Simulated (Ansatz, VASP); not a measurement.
**One calculation of Si, two programs**

```xyz
2
Lattice="0.0000 2.7350 2.7350 2.7350 0.0000 2.7350 2.7350 2.7350 0.0000" Properties=species:S:1:pos:R:3 pbc="T T T"
Si    1.3675    1.3675    1.3675
Si    0.0000    0.0000    0.0000
```

Alike in both runs: functional PBE; k mesh 8 × 8 × 8; occupations gaussian, width 0.02 eV; no spin polarisation.

Ansatz relaxed the structure, and its values are those at the end. VASP's run is a single point on that final structure, the one shown.

|  | VASP | Ansatz |
| --- | --- | --- |
| version | VASP 6.6.1 | Ansatz 0.2.0 |
| potentials or method | VASP PAW PBE potentials, release 64 (Si) | scalar-relativistic, plane waves, PAW |
| plane-wave cutoff (eV) | 520 | 420 |
| valence electrons in the cell | 8 | 8 |

VASP gave:

| Quantity | Value |
| --- | --- |
| gap on the k mesh at the Fermi level (eV) | 0.65 |
| least direct gap on the mesh (eV) | 2.56 |
| pressure (GPa) | -0.1 |

What did Ansatz give for the same quantities?

gap on the k mesh at the Fermi level (eV): 0.65; least direct gap on the mesh (eV): 2.55; pressure (GPa): 0.0.

The functional is the same, so the differences come from potentials, cutoffs and numerics.

A k mesh can miss the band edges.
